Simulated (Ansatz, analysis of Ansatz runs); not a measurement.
# SnO2(010): segregation of Ir_Sn

How does the energy of Ir_Sn change with depth under the (010) face of SnO2? Model: a cell of 72 host atoms with 1 Sn taken out and 1 Ir put in, a symmetric slab with vacuum.

Main program and level: Ansatz 0.2.0; plane-wave PAW DFT, PBE; a slab with vacuum, neutral defects.

**1. Set-up**

The cell holds 72 atoms: 23 Sn, 48 O and 1 Ir. Cell: a = 9.723 Å, b = 9.733 Å, c = 22.000 Å, α = 90.0°, β = 90.0°, γ = 90.0°. It derives from SnO2 (space group Pnnm), repeated 3×2×1. Vacuum lies along c. Nearest the centre at fractional (0.667, 0.514, 0.665): Ir28 at 0.00 Å, O46 at 2.03 Å, O70 at 2.03 Å, O45 at 2.06 Å, O59 at 2.16 Å, O35 at 2.16 Å, Sn4 at 3.24 Å, Sn52 at 3.24 Å.

Coordinates:

```xyz
72
Lattice="9.7227 0.0000 0.0000 0.0000 9.7332 0.0000 0.0000 0.0000 22.0000" Properties=species:S:1:pos:R:3
Sn    1.6195    2.5680    7.3834
Sn    3.2400    4.9396    9.8025
Sn    1.6196    2.5064   12.2014
Sn    3.2405    5.0016   14.6201
O     3.2400    1.4331    8.2421
O     1.6196    1.0211   10.7223
O     1.6195    3.9563    8.8990
O     3.2399    3.1644    6.3225
O     3.2400    1.5231   13.1055
O     1.6191    0.7296   15.6820
O     1.6198    3.8666   13.7613
O     3.2401    3.4541   11.2819
Sn    1.6191    7.4346    7.3840
Sn    3.2400    9.8066    9.8025
Sn    1.6197    7.3732   12.2008
Sn    3.2397    9.8674   14.6205
O     3.2399    6.2997    8.2424
O     1.6196    5.8875   10.7219
O     1.6195    8.8230    8.8995
O     3.2393    8.0315    6.3234
O     3.2401    6.3895   13.1045
O     1.6200    5.5972   15.6812
O     1.6195    8.7327   13.7615
O     3.2402    8.3210   11.2817
Sn    4.8604    2.5680    7.3834
Sn    6.4809    4.9398    9.8027
Sn    4.8604    2.5064   12.2015
Ir    6.4813    5.0016   14.6200
O     6.4809    1.4332    8.2424
O     4.8604    1.0209   10.7223
O     4.8605    3.9563    8.8989
O     6.4808    3.1635    6.3221
O     6.4808    1.5231   13.1053
O     4.8600    0.7300   15.6819
O     4.8607    3.8663   13.7619
O     6.4809    3.4541   11.2818
Sn    4.8599    7.4346    7.3836
Sn    6.4809    9.8065    9.8027
Sn    4.8606    7.3731   12.2010
Sn    6.4805    9.8676   14.6205
O     6.4807    6.3001    8.2429
O     4.8604    5.8872   10.7222
O     4.8604    8.8232    8.8991
O     6.4803    8.0302    6.3225
O     6.4811    6.3896   13.1045
O     4.8610    5.5981   15.6810
O     4.8604    8.7328   13.7616
O     6.4810    8.3207   11.2816
Sn    8.1012    2.5677    7.3835
Sn    9.7217    4.9397    9.8027
Sn    8.1013    2.5065   12.2015
Sn    9.7223    5.0014   14.6199
O     9.7219    1.4332    8.2425
O     8.1013    1.0207   10.7227
O     8.1013    3.9565    8.8986
O     9.7216    3.1633    6.3221
O     9.7218    1.5230   13.1053
O     8.1009    0.7301   15.6816
O     8.1016    3.8663   13.7617
O     9.7217    3.4539   11.2816
Sn    8.1008    7.4345    7.3837
Sn    9.7218    9.8066    9.8027
Sn    8.1015    7.3732   12.2011
Sn    9.7214    9.8674   14.6204
O     9.7216    6.3000    8.2428
O     8.1014    5.8872   10.7223
O     8.1013    8.8233    8.8989
O     9.7213    8.0308    6.3230
O     9.7221    6.3896   13.1045
O     8.1019    5.5979   15.6808
O     8.1013    8.7328   13.7616
O     9.7218    8.3207   11.2815
```

The cell's shortest repeat is 9.7 Å.

**2. The clean slab**

The slab is cut stoichiometric, symmetric and without a dipole, at the in-plane lattice of the database's bulk structure, and all its atoms relax. Miller indices refer to pymatgen's conventional standard cell, whose axes can be ordered otherwise than in the space-group symbol.

Input file slab/input.yaml:

```yaml
crystal:
  lattice:
    - [3.240898, 0.0, 0.0]
    - [0.0, 4.866582, 0.0]
    - [0.0, 0.0, 22.0]
  atoms:
    - { symbol: Sn, position: [0.5, 0.5, 0.3367726] }
    - { symbol: Sn, position: [1.0, 1.0, 0.4455909] }
    - { symbol: Sn, position: [0.5, 0.5, 0.5544091] }
    - { symbol: Sn, position: [1.0, 1.0, 0.6632274] }
    - { symbol: O, position: [1.0, 0.321042, 0.3820725] }
    - { symbol: O, position: [0.5, 0.178958, 0.4908908] }
    - { symbol: O, position: [0.5, 0.821042, 0.4002909] }
    - { symbol: O, position: [1.0, 0.678958, 0.2914726] }
    - { symbol: O, position: [1.0, 0.321042, 0.5997091] }
    - { symbol: O, position: [0.5, 0.178958, 0.7085274] }
    - { symbol: O, position: [0.5, 0.821042, 0.6179275] }
    - { symbol: O, position: [1.0, 0.678958, 0.5091092] }
basis:
  ecutwfc: 420
  xc_grid: 2
hamiltonian:
  xc: pbe
  pseudopotentials: { kind: paw, azcp: { folder: soft_1 } }
kpoints:
  mp_grid: { grid: [6, 4, 1] }
scf:
  occupations: { method: fermi_dirac, width: 0.01 }
  max_iter: 100
relax:
  f_tol: 0.01
  max_steps: 100
  random_displacement: { amplitude: 0.03, seed: 9489 }
output:
  forces: true
  eigenvalues: true
```

Command:

```console
ansatz run input.yaml --threads 32 --pin off --max-ram 84787MiB --backend cuda --events-out ev --progress --plain --runs-dir out --max-vram 78GiB
```

Numbers of over 12 decimals in the logs are rounded to 6 here.

What it wrote:

```text
[...]
Engine: ansatz 0.2.0, aarch64-unknown-linux-gnu
[...]
Pseudopotential: Sn, paw, valence charge 14, recommended cutoff 420 eV (normal), soft_1/Sn.paw.azcp
Pseudopotential: O, paw, valence charge 6, recommended cutoff 420 eV (normal), soft_1/O.paw.azcp
Functional definition: PBE
[...]
Crystal: 12 atoms, lattice volume = 346.986 Å³
Basis set: ecut = 420 eV, 6775 PW (Γ), exchange–correlation on 48×72×300 points (8 copies of the dense FFT grid, shifted against one another)
Bands: 64, of which v1, the nominal top of the filled ones, is band 52 counted from 1 (51 counted from 0)
[...]
k-points: 14 of 24 (time reversal used)
[...]
Functional: x = pbe(κ = 0.804, μ = 0.219515), c = pbe(β = 0.066725)
SCF iter   1: F=—  HF=-28646.807644 eV  |F-HF|=—  |Δ(HF+E_count)|=         —  Δρ=1.13e-1  dr2=4.80e1  ethr=3.10e-3  ⟨swp⟩=7.3  Hψ=4021  notcnv=0  defer=2
[...]
SCF iter   7: F=-28634.141281 eV  HF=-28634.141284 eV  |F-HF|=3.05e-6  |Δ(HF+E_count)|=   3.74e-5  Δρ=7.34e-5  dr2=1.28e-5  ethr=5.00e-8  ⟨swp⟩=18.4  Hψ=4985  notcnv=0
SCF 2 converged in 7 iterations: F = -28634.141281 eV  dr2 = 1.28e-5
[...]
SCF 7 converged in 6 iterations: F = -28634.236859 eV  dr2 = 1.01e-8
relax step   7: F+E_penalty+E_count = -28634.23685886 eV  Δ(F+E_penalty+E_count) = -4.361e-5 eV  max|allowed force component| = 6.690e-3 eV/Å  Δτ_max = 0.0035 Å  (6 SCF iters, accepted)
SCF converged after 6 iterations
[...]
--- Forces (eV/Å), atoms counted from 1 ---
[...]
--- Band table (eV; the first three rows and the last of 14) ---
[...]
--- Relaxed structure (7 steps of the walk, 7 accepted, 0 SCFs on fresh bases) ---
[...]
```

Elapsed: 5.7 s, on 1 × NVIDIA GB200 with 32 threads of Arm Neoverse V2, shared host; peak memory 1 GiB; 28 s of CPU time.

The steps of the relaxation:

```
step  energy less that of the first step (eV)  largest force component (eV/Å)
   1                                   0.0000                          2.3995
   2                                  -0.5241                          0.6355
   3                                  -0.6015                          0.3128
   4                                  -0.6153                          0.1153
   5                                  -0.6189                          0.0698
   6                                  -0.6197                          0.0160
   7                                  -0.6197                          0.0067
```

The atoms that moved most (Å, from the sites as typed, ahead of the random displacement, the mean shift of all atoms taken out):

```
atom     dx      dy      dz  length
 O11  0.000  -0.137   0.164   0.214
  O5  0.000  -0.137  -0.164   0.214
 O10  0.000  -0.150   0.093   0.176
  O8  0.000  -0.150  -0.093   0.176
  O6  0.000   0.141  -0.079   0.161
 O12  0.000   0.141   0.079   0.161
 Sn1  0.000   0.127  -0.027   0.130
 Sn4  0.000   0.127   0.027   0.129
```

Final coordinates:

```
Sn O
1.0
     3.24090    0.00000    0.00000
     0.00000    4.86658    0.00000
     0.00000    0.00000   22.00000
Sn O
4 8
Direct
  0.49971 0.52769 0.33562
  0.99970 0.01509 0.44558
  0.49971 0.51509 0.55460
  0.99974 0.02769 0.66456
  0.99968 0.29466 0.37469
  0.49970 0.20961 0.48741
  0.49971 0.81314 0.40445
  0.99972 0.64988 0.28735
  0.99972 0.31315 0.59573
  0.49975 0.14986 0.71283
  0.49972 0.79465 0.62549
  0.99972 0.70960 0.51277
```

With the common shift taken out, atoms move by up to 0.21 Å from the bulk-cut sites, and by up to 0.16 Å along the normal.

On a dense mesh the slab's energy differs by under 1 meV an atom, so the sampling is kept; the layers are compared at one sampling, where most of this error should cancel, which was not tested.

**3. Does the supercell reconstruct?**

The clean supercell is relaxed from displaced atoms, since a reconstruction that only the larger cell allows would otherwise be counted to the defect.

Input file pristine.relax/input.yaml:

```yaml
crystal:
  lattice:
    - [9.722694, 0.0, 0.0]
    - [0.0, 9.733164, 0.0]
    - [0.0, 0.0, 22.0]
  atoms:
    - { symbol: Sn, position: [0.16656886, 0.26384436, 0.33561733] }
    - { symbol: Sn, position: [0.33323345, 0.50754557, 0.4455765] }
    - { symbol: Sn, position: [0.16657158, 0.25754572, 0.55460239] }
    - { symbol: Sn, position: [0.33324769, 0.51384251, 0.6645607] }
[... 62 atom lines left out ...]
    - { symbol: O, position: [0.83323659, 0.90657139, 0.40445382] }
    - { symbol: O, position: [0.99990516, 0.82493934, 0.28734882] }
    - { symbol: O, position: [0.99990669, 0.6565752, 0.59572751] }
    - { symbol: O, position: [0.83325017, 0.574931, 0.71283108] }
    - { symbol: O, position: [0.83324089, 0.89732637, 0.62549392] }
    - { symbol: O, position: [0.9999053, 0.85480095, 0.51277259] }
basis:
  ecutwfc: 420
  xc_grid: 2
hamiltonian:
  xc: pbe
  pseudopotentials: { kind: paw, azcp: { folder: soft_1 } }
kpoints:
  mp_grid: { grid: [2, 2, 1] }
scf:
  occupations: { method: fermi_dirac, width: 0.01 }
  max_iter: 80
output:
  forces: true
relax:
  f_tol: 0.015
  max_steps: 80
  random_displacement: { amplitude: 0.05, seed: 9498 }
```

What it wrote:

```text
[...]
Crystal: 72 atoms, lattice volume = 2081.917 Å³
Basis set: ecut = 420 eV, 40601 PW (Γ), exchange–correlation on 144×144×300 points (8 copies of the dense FFT grid, shifted against one another)
Bands: 384, of which v1, the nominal top of the filled ones, is band 312 counted from 1 (311 counted from 0)
[...]
k-points: 4
[...]
relax step   1: F+E_penalty+E_count = -171804.07751689 eV  Δ(F+E_penalty+E_count) = +0.000e0 eV  max|allowed force component| = 1.894e0 eV/Å  Δτ_max = 0.0000 Å  (11 SCF iters, dr2 threshold 5.63e-6 eV [...]
[...]
SCF iter   2: F=—  HF=-171805.149434 eV  |F-HF|=—  |Δ(HF+E_count)|=   3.78e-1  Δρ=4.82e-3  dr2=3.98e-1  ethr=2.28e-4  ⟨swp⟩=3.8  Hψ=1961  notcnv=0  defer=264
[...]
SCF iter   7: F=-171805.063713 eV  HF=-171805.063730 eV  |F-HF|=1.67e-5  |Δ(HF+E_count)|=   2.69e-5  Δρ=6.31e-5  dr2=6.11e-5  ethr=1.60e-8  ⟨swp⟩=3.5  Hψ=5547  notcnv=0
SCF 2 converged in 7 iterations: F = -171805.063713 eV  dr2 = 6.11e-5
[...]
SCF 5 converged in 8 iterations: F = -171805.421159 eV  dr2 = 1.53e-8
relax step   5: F+E_penalty+E_count = -171805.42115947 eV  Δ(F+E_penalty+E_count) = -8.632e-4 eV  max|allowed force component| = 3.626e-3 eV/Å  Δτ_max = 0.0101 Å  (8 SCF iters, accepted)
SCF converged after 8 iterations
[...]
```

It took 6.1 s on 1 × NVIDIA GB200 with 32 threads; peak memory 1.5 GiB.

Atoms end at most 0.00 Å from the small cell's positions, so the small cell's structure is at least a local minimum.

**4. The defect, layer by layer**

Each layer's defect is relaxed from random displacements. Layer 1 is shown in full.

Input file layer1_M1.relax/input.yaml:

```yaml
crystal:
  lattice:
    - [9.722694, 0.0, 0.0]
    - [0.0, 9.733164, 0.0]
    - [0.0, 0.0, 22.0]
  atoms:
    - { symbol: Sn, position: [0.1665673, 0.26383861, 0.3356101] }
    - { symbol: Sn, position: [0.33324449, 0.50749941, 0.44556967] }
    - { symbol: Sn, position: [0.16657618, 0.2575132, 0.55460909] }
    - { symbol: Sn, position: [0.33328964, 0.51386869, 0.66454961] }
    - { symbol: O, position: [0.33324179, 0.14724217, 0.37463977] }
    - { symbol: O, position: [0.16658339, 0.10490686, 0.48737751] }
    - { symbol: O, position: [0.16657019, 0.40647399, 0.404498] }
    - { symbol: O, position: [0.3332274, 0.32511905, 0.28738744] }
    - { symbol: O, position: [0.33323763, 0.15648703, 0.59570418] }
    - { symbol: O, position: [0.16652753, 0.07495656, 0.71281629] }
    - { symbol: O, position: [0.16659689, 0.39725759, 0.62551525] }
    - { symbol: O, position: [0.33324849, 0.35488333, 0.51281512] }
    - { symbol: Sn, position: [0.16652607, 0.76384536, 0.33563679] }
    - { symbol: Sn, position: [0.33324228, 1.00754067, 0.44557003] }
    - { symbol: Sn, position: [0.16659435, 0.75753396, 0.55458345] }
    - { symbol: Sn, position: [0.33321015, 1.01379589, 0.66456694] }
    - { symbol: O, position: [0.33322743, 0.6472375, 0.37465393] }
    - { symbol: O, position: [0.16658194, 0.60489211, 0.48735981] }
    - { symbol: O, position: [0.1665685, 0.9064854, 0.40452371] }
    - { symbol: O, position: [0.33316961, 0.82517271, 0.28742664] }
    - { symbol: O, position: [0.33325369, 0.65647064, 0.59565759] }
    - { symbol: O, position: [0.1666241, 0.57506312, 0.71278342] }
    - { symbol: O, position: [0.16657151, 0.89721171, 0.62552091] }
    - { symbol: O, position: [0.33326571, 0.85490876, 0.51280628] }
    - { symbol: Sn, position: [0.49990017, 0.26384098, 0.33561108] }
    - { symbol: Sn, position: [0.66657807, 0.50751845, 0.44557568] }
    - { symbol: Sn, position: [0.49990762, 0.25751426, 0.5546119] }
    - { symbol: Ir, position: [0.66661514, 0.51387443, 0.66454701] }
    - { symbol: O, position: [0.66657826, 0.14724604, 0.37465483] }
    - { symbol: O, position: [0.49990297, 0.10489368, 0.48737845] }
    - { symbol: O, position: [0.49991603, 0.40647324, 0.4044962] }
    - { symbol: O, position: [0.66656046, 0.32501916, 0.28736759] }
    - { symbol: O, position: [0.66656929, 0.1564828, 0.59569462] }
    - { symbol: O, position: [0.49986127, 0.07500418, 0.71281309] }
    - { symbol: O, position: [0.49993158, 0.39722604, 0.6255416] }
    - { symbol: O, position: [0.66657728, 0.35487686, 0.51280989] }
    - { symbol: Sn, position: [0.49985408, 0.76384485, 0.33562013] }
    - { symbol: Sn, position: [0.66657178, 1.0075322, 0.44557864] }
    - { symbol: Sn, position: [0.49991988, 0.75752535, 0.55458874] }
    - { symbol: Sn, position: [0.66653098, 1.01380773, 0.66456686] }
    - { symbol: O, position: [0.66655229, 0.64727863, 0.37467613] }
    - { symbol: O, position: [0.49990529, 0.6048608, 0.48737418] }
    - { symbol: O, position: [0.49989962, 0.90650815, 0.40450404] }
    - { symbol: O, position: [0.66651522, 0.82503028, 0.28738507] }
    - { symbol: O, position: [0.66659209, 0.65648039, 0.59565912] }
    - { symbol: O, position: [0.49996438, 0.57515377, 0.71277276] }
    - { symbol: O, position: [0.4999063, 0.89722064, 0.62552556] }
    - { symbol: O, position: [0.66658504, 0.85488368, 0.51279977] }
    - { symbol: Sn, position: [0.83322633, 0.26380467, 0.3356137] }
    - { symbol: Sn, position: [0.99990056, 0.50751431, 0.44557545] }
    - { symbol: Sn, position: [0.83324026, 0.257518, 0.55461332] }
    - { symbol: Sn, position: [0.99995592, 0.51385146, 0.6645427] }
    - { symbol: O, position: [0.99991354, 0.14724599, 0.37465749] }
    - { symbol: O, position: [0.83324111, 0.10486704, 0.48739372] }
    - { symbol: O, position: [0.83323721, 0.40649577, 0.40447987] }
    - { symbol: O, position: [0.99988818, 0.32500546, 0.28736907] }
    - { symbol: O, position: [0.99990647, 0.15647819, 0.59569744] }
    - { symbol: O, position: [0.83319345, 0.07501646, 0.71280171] }
    - { symbol: O, position: [0.83326435, 0.39722881, 0.62553296] }
    - { symbol: O, position: [0.99990173, 0.35485982, 0.51280017] }
    - { symbol: Sn, position: [0.83318758, 0.76383644, 0.33562266] }
    - { symbol: Sn, position: [0.99990672, 1.00753988, 0.4455766] }
    - { symbol: Sn, position: [0.8332586, 0.75752983, 0.5545954] }
    - { symbol: Sn, position: [0.99987185, 1.01379149, 0.66456539] }
    - { symbol: O, position: [0.99989187, 0.64726984, 0.37467476] }
    - { symbol: O, position: [0.8332458, 0.60486387, 0.48737833] }
    - { symbol: O, position: [0.83323305, 0.90652023, 0.40449363] }
    - { symbol: O, position: [0.99985577, 0.82509261, 0.28741082] }
    - { symbol: O, position: [0.99993904, 0.65647334, 0.59565849] }
    - { symbol: O, position: [0.83329591, 0.57513642, 0.71276548] }
    - { symbol: O, position: [0.8332365, 0.897218, 0.62552555] }
    - { symbol: O, position: [0.99991172, 0.85488317, 0.51279541] }
basis:
  ecutwfc: 420
  xc_grid: 2
hamiltonian:
  xc: pbe
  pseudopotentials: { kind: paw, azcp: { folder: soft_1 } }
kpoints:
  mp_grid: { grid: [2, 2, 1] }
magnetization:
  spin_polarized: true
  initial_magnetization: 1
  spin_locking: { lock_magnetization: hard }
scf:
  occupations: { method: fermi_dirac, width: 0.01 }
  max_iter: 80
output:
  forces: true
relax:
  f_tol: 0.03
  max_steps: 90
  random_displacement: { amplitude: 0.05, seed: 9490 }
```

What it wrote:

```text
[...]
Crystal: 72 atoms, lattice volume = 2081.917 Å³
Basis set: ecut = 420 eV, 40601 PW (Γ), exchange–correlation on 144×144×300 points (8 copies of the dense FFT grid, shifted against one another)
Bands: 386, of which v1, the nominal top of the filled ones, is band 314 counted from 1 (313 counted from 0)
[...]
k-points: 4
[...]
SCF 1 converged in 21 iterations: F = -177712.322920 eV  dr2 = 5.83e-7
[...]
relax step   1: F+E_penalty+E_count = -177712.32291986 eV  Δ(F+E_penalty+E_count) = +0.000e0 eV  max|allowed force component| = 2.673e0 eV/Å  Δτ_max = 0.0000 Å  (21 SCF iters, dr2 threshold 2.25e-5 eV [...]
[...]
SCF 3 converged in 9 iterations: F = -177714.015537 eV  dr2 = 3.38e-6
[...]
SCF 7 converged in 14 iterations: F = -177714.437390 eV  dr2 = 4.92e-9
[...]
SCF 8 converged in 9 iterations: F = -177714.438780 eV  dr2 = 1.08e-8
[...]
SCF converged after 9 iterations
[...]
```

Elapsed: 39 s, on 1 × NVIDIA GB200 with 32 threads; peak memory 1.8 GiB.

The steps of the relaxation:

```
step  energy less that of the first step (eV)  largest force component (eV/Å)
   1                                   0.0000                          2.6728
   2                                  -1.7325                          1.1881
   3                                  -1.6926                          1.4711
   4                                  -2.0764                          0.3184
   5                                  -2.0868                          0.3688
   6                                  -1.8948                          1.3386
   7                                  -2.1145                          0.0674
   8                                  -2.1159                          0.0245
```

Relaxation steps 3, 6 were tried and not accepted.

The atoms that moved most (Å, from the sites as typed, ahead of the random displacement, the mean shift of all atoms taken out):

```
atom      dx      dy      dz  length
 O46   0.226  -0.001  -0.105   0.250
 O45  -0.012  -0.133  -0.016   0.134
 O35   0.019   0.108  -0.073   0.131
 O70  -0.085   0.017  -0.093   0.127
Ir28   0.051  -0.043  -0.102   0.122
 O59  -0.018   0.074  -0.017   0.078
 O22   0.062   0.026   0.017   0.069
 O48  -0.001  -0.041   0.040   0.058
```

Neighbours of Ir28 at the end:

```
atom  distance (Å)
 O46         1.901
 O45         1.932
 O70         1.944
 O59         2.010
 O35         2.095
Sn52         3.240
 Sn4         3.262
 O36         3.605
```

(Part 1 of 2 ends here.)

[Logs are printed without paths, hosts, clocks, repeated set-up lines and the standing remarks that a program may print on its own settings, such as how far it seeks lower states.]

[Hosts, paths, dates, database ids (printed as entryN), source tags and the programs' standing remarks are cut or masked in the printed files.]

[Maps of the electrostatic potential energy from Ansatz leave out the sawtooth potential of an applied field or a dipole correction, so their vacuum need not be flat.]
